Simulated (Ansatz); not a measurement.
# Re (sc type): how the settings move a single-point run

Question: which choices in the input matter for Re (sc type)?

This is Re in the simple cubic structure; at room conditions it is hcp.

Program: Ansatz 0.2.0. Level of theory: reference: DFT, PBE, all-electron LAPW, scalar-relativistic. These are calculated values, not measurements.

2 further runs of the same task are left out: 2 that didn't finish.

**1. The starting structure**

It takes space group Pm-3m (No. 221, cubic). The conventional cell has a = 2.578 Å, b = 2.578 Å, c = 2.578 Å, α = 90.00°, β = 90.00°, γ = 90.00°. Re (site symmetry m-3m) is surrounded by 6 Re at 2.58 Å.

Coordinates:

```
CELL_PARAMETERS angstrom
2.57823 0.00000 0.00000
0.00000 2.57823 0.00000
0.00000 0.00000 2.57823
ATOMIC_POSITIONS crystal
Re 0.00000 0.00000 0.00000
```

**2. The reference run**

The input, input.yaml:

```yaml
crystal:
  lattice:
    - [2.5782345987, 0.0, 0.0]
    - [0.0, 2.5782345987, 0.0]
    - [0.0, 0.0, 2.5782345987]
  atoms:
    - { symbol: Re, position: [0.0, 0.0, 0.0] }
kpoints:
  mp_grid: { grid: [15, 15, 15] }
  band_path:
    path:
      - [0.0, 0.0, 0.0]
      - [0.0, 0.5, 0.0]
      - [0.5, 0.5, 0.0]
      - [0.0, 0.0, 0.0]
      - [0.5, 0.5, 0.5]
      - [0.0, 0.5, 0.0]
      - [0.5, 0.5, 0.5]
      - [0.5, 0.5, 0.0]
    npoints: 14
scf:
  occupations: { method: fermi_dirac, width: 0.08 }
hamiltonian:
  xc: pbe
  pseudopotentials: { kind: all_electron, lapw: { basis_error: 0.001 } }
output:
  forces: true
  stress: true
  eigenvalues: true
  populations: true
  dos: { projected: true, de: 0.2, e_range: [-14, 8] }
```

On the command line:

```console
$ ansatz run input.yaml --threads 1 --pin off --max-ram 2048MiB --backend cpu --events-out ev --progress --plain --runs-dir out
```

**3. Variant: hubbard.sites [{species: Re, l: d, u_eff: 1.0}], hubbard.double_counting fll**

input.yaml, as its differences from that of step 2:

```diff
@@ -25,2 +25,3 @@
   pseudopotentials: { kind: all_electron, lapw: { basis_error: 0.001 } }
+  hubbard: { sites: [{ species: Re, l: d, u_eff: 1.0 }], double_counting: fll }
 output:
@@ -30,2 +31 @@
   populations: true
-  dos: { projected: true, de: 0.2, e_range: [-14, 8] }
```

**4. Changing settings: mp_grid.grid [22, 22, 22], mixing.algorithm broyden, mixing.beta 0.5, mixing.ndim 2, dispersion d3bj**

input.yaml, as its differences from that of step 2:

```diff
@@ -8,3 +8,3 @@
 kpoints:
-  mp_grid: { grid: [15, 15, 15] }
+  mp_grid: { grid: [22, 22, 22] }
   band_path:
@@ -22,2 +22,3 @@
   occupations: { method: fermi_dirac, width: 0.08 }
+  mixing: { algorithm: broyden, beta: 0.5, ndim: 2 }
 hamiltonian:
@@ -25,2 +26,3 @@
   pseudopotentials: { kind: all_electron, lapw: { basis_error: 0.001 } }
+  dispersion: d3bj
 output:
@@ -30,2 +32 @@
   populations: true
-  dos: { projected: true, de: 0.2, e_range: [-14, 8] }
```

Q: Predict the outcome of this session. Wanted: for each run, ending; energy change; pressure; gap; force.

As calculated:

```tsv
run	ending	energy change	pressure (GPa)	gap (eV)	force (eV/Å)	cycles	time
reference	converged	0	0.0	0.00	0.00	7	15 s
1: hubbard.sites [{species: Re, l: d, u_eff: 1.0}], hubbard.double_counting fll	converged	+1.18 eV/atom (U changed: no physical gain or loss)	0.0	0.00	0.00	7	21 s
2: mp_grid.grid [22, 22, 22], mixing.algorithm broyden, mixing.beta 0.5, mixing.ndim 2, dispersion d3bj	converged	-568.4 meV/atom (offset of the dispersion model)	-5.3	0.00	0.00	7	41 s
```

Times don't compare one to one where runs were asked for different outputs or read a saved state (see the inputs); cycles may leave out searches for a lower state.

Residual by cycle in the longest SCF loop of each run; runs are numbered as in the table. The quantity is the density residual dr2, in eV.

```tsv
cycle	reference	run 1	run 2
1	0.0638	0.0638	0.0661
2	0.00503	0.00507	0.023
3	0.00143	1.0e-3	0.00462
4	3.0e-4	2.2e-4	5.6e-4
5	1.8e-5	1.7e-5	1.6e-4
6	3.2e-7	2.1e-7	3.7e-6
7	5.1e-9	9.0e-9	9.6e-8
```

**Reading.** A changed U is a change of model: its shifts are not errors of convergence.
